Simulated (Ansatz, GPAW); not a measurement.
# TePb: 3 runs at one level of theory

```
Pb Te
1.0
     0.00000    3.23100    3.23100
     3.23100    0.00000    3.23100
     3.23100    3.23100    0.00000
Pb Te
1 1
Direct
  0.00000 0.00000 0.00000
  0.50000 0.50000 0.50000
```

Alike in all runs: task single point; functional PBE; k mesh 7 × 7 × 7; occupations gaussian, width 0.023 eV; no spin polarisation; no spin-orbit coupling. Pressure is positive in compression and, in plane waves, holds the error of the finite cutoff, which Ansatz's Pulay term estimates and takes out.

```
                        program and potentials  plane-wave cutoff (eV)                                                                      notes  pressure (GPa)
                            Ansatz, Ansatz PAW                     420  15 valence electrons an atom on average; Pulay term of +0.02 GPa included            2.11
    GPAW, GPAW PAW data sets (gpaw-data 1.2.1)                     600                                    10 valence electrons an atom on average            1.83
Ansatz, all-electron LAPW, scalar-relativistic                       -                                                                          -            2.12
```

The pressure spans 1.83 (GPAW, GPAW PAW data sets (gpaw-data 1.2.1)) to 2.12 GPa (Ansatz, all-electron LAPW, scalar-relativistic), with all-electron results at 2.12.

Differences between rows come from potentials, basis sets and numerical settings, since the functional is the same but for its coding. Runs on potential files found faulty are left out.
